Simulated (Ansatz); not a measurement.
# Si4W2O: the cost of one run

Computed with Ansatz 0.2.0 (DFT PBE, scalar-relativistic, plane waves, PAW, unless a step's input says otherwise).

2 further runs of the same task are left out: 2 set aside as unsound or not needed.

**1. Starting point**

It takes space group I4/mmm (No. 139, tetragonal). Conventional cell: a = 3.212 Å, b = 3.212 Å, c = 7.880 Å, α = 90.00°, β = 90.00°, γ = 90.00°. Si (site symmetry 4mm) has 5 Si at 2.62 to 2.63 Å and 5 W at 2.62 Å as nearest neighbours. W (site symmetry 4/mmm) is surrounded by 10 Si at 2.62 Å.

As a file:

```cif
data_structure
_symmetry_space_group_name_H-M 'I4/mmm'
_symmetry_Int_Tables_number 139
_cell_length_a 3.2120
_cell_length_b 3.2120
_cell_length_c 7.8800
_cell_angle_alpha 90.000
_cell_angle_beta 90.000
_cell_angle_gamma 90.000
_cell_volume 81.30
loop_
_atom_site_label
_atom_site_type_symbol
_atom_site_symmetry_multiplicity
_atom_site_Wyckoff_symbol
_atom_site_fract_x
_atom_site_fract_y
_atom_site_fract_z
_atom_site_occupancy
Si1 Si 4 e 0.00000 0.00000 0.33300 1
W1 W 2 a 0.00000 0.00000 0.00000 1
```

Source of the structure: the Crystallography Open Database.

**6. Plan of the scan**

Atoms count from 1 in the order of the input.

O is moved over the surface cell; relaxed at each place: the height of the adsorbate's atoms; substrate rigid; the origin of the map has the adsorbate above Si6.

- position of O7 along the first surface vector, from above Si6: 8 values from 0.000 to 0.875, periodic
- position of O7 along the second surface vector, from above Si6: 8 values from 0.000 to 0.875, periodic

Relaxed at each point: the height of the adsorbate's atoms; substrate rigid. Points are written as (first, second).

The two vectors of the plane (Å): (3.229, 0.000, 0.000); (0.000, 3.229, 0.000).

(The set-up runs are not shown.)

**7. Grid point (0/8, 0/8) of the map's two axes**

input.yaml reads:

```yaml
crystal:
  lattice:
    - [3.2292919641, 0.0, 0.0]
    - [0.0, 3.2292919641, 0.0]
    - [0.0, 0.0, 21.9372962701]
  atoms:
    - { symbol: Si, position: [0.0, 0.0, 0.1823378757] }
    - { symbol: W, position: [0.5, 0.5, 0.2416639884] }
    - { symbol: Si, position: [0.0, 0.0, 0.300990101] }
    - { symbol: Si, position: [0.5, 0.5, 0.3590107505] }
    - { symbol: W, position: [0.0, 0.0, 0.4178382287] }
    - { symbol: Si, position: [0.5, 0.5, 0.4757786074] }
    - { symbol: O, position: [0.5, 0.5, 0.5569189621] }
basis:
  ecutwfc: 420
kpoints:
  mp_grid: { grid: [8, 8, 1] }
hamiltonian:
  xc: pbe
  pseudopotentials: { kind: paw, azcp: { folder: soft_1 } }
scf:
  occupations: { method: gaussian, width: 0.1 }
output:
  forces: true
  eigenvalues: true
  write_density: true
  write_potential: true
  elf: true
  volumetric_format: npy
relax:
  adjacent_minimum: "off"
  f_tol: 0.025
  max_steps: 16
  constraints: [{ sites: [0, 1, 2, 3, 4, 5] }, { sites: [6], fix: xy }]
efield:
  axis: 3
  dipole_correction: true
  ramp_width: 0.04
```

Command:

```console
$ ansatz run input.yaml --threads 1 --pin off --max-ram 3072MiB --backend cpu --events-out ev --progress --plain --runs-dir out
```

Q: Estimate wall time and peak memory on 1 thread of Arm Neoverse N1, shared host.

About 2.1 min, with a peak of 0.43 GiB.
